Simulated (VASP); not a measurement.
The system is Si2W.

```
W Si
1.0
    -1.60690    1.60690    3.91495
     1.60690   -1.60690    3.91495
     1.60690    1.60690   -3.91495
W Si
1 2
Cartesian
  0.0000 0.0000 0.0000
  0.0000 0.0000 5.2092
  0.0000 0.0000 2.6207
```

- Program: VASP 6.6.1
- Task: single point
- Functional: PBEsol
- Potentials or basis: VASP PAW PBE potentials, release 64 (W_sv, Si)
- Cutoff: 520 eV
- k mesh: 12 × 12 × 12
- Occupations: fermi-dirac, width 0.05 eV
- Spin: no spin polarisation

On this cell: pressure -1.6 GPa; largest force 0.027 eV/Å; band gap on the k mesh none (metal or under the smearing width).

The same run follows on a disturbed copy (atoms moved at random, drawn with an rms of 0.05 Å):

```
W Si
1.0
    -1.60690    1.60690    3.91495
     1.60690   -1.60690    3.91495
     1.60690    1.60690   -3.91495
W Si
1 2
Direct
  0.01217 0.99806 0.01179
  0.68165 0.65326 0.00829
  0.33466 0.31453 0.97355
```

**Question.** What changes?

**Answer.** The energy (extrapolated to zero smearing) moves by +15.1 meV/atom; pressure -0.7 GPa; largest force 0.922 eV/Å; band gap on the k mesh none (metal or under the smearing width).

Forces in eV/Å, atoms in the order of the input:
```
W   -0.566 -0.211  0.206
Si   0.028 -0.295  0.347
Si   0.538  0.505 -0.553
```

Stress tensor (GPa, compression positive):
```
-0.90  0.49 -0.42
 0.49 -0.85 -0.59
-0.42 -0.59 -0.24
```

Caveats: the PAW data sets were made with another functional, which shifts forces and pressure a little.
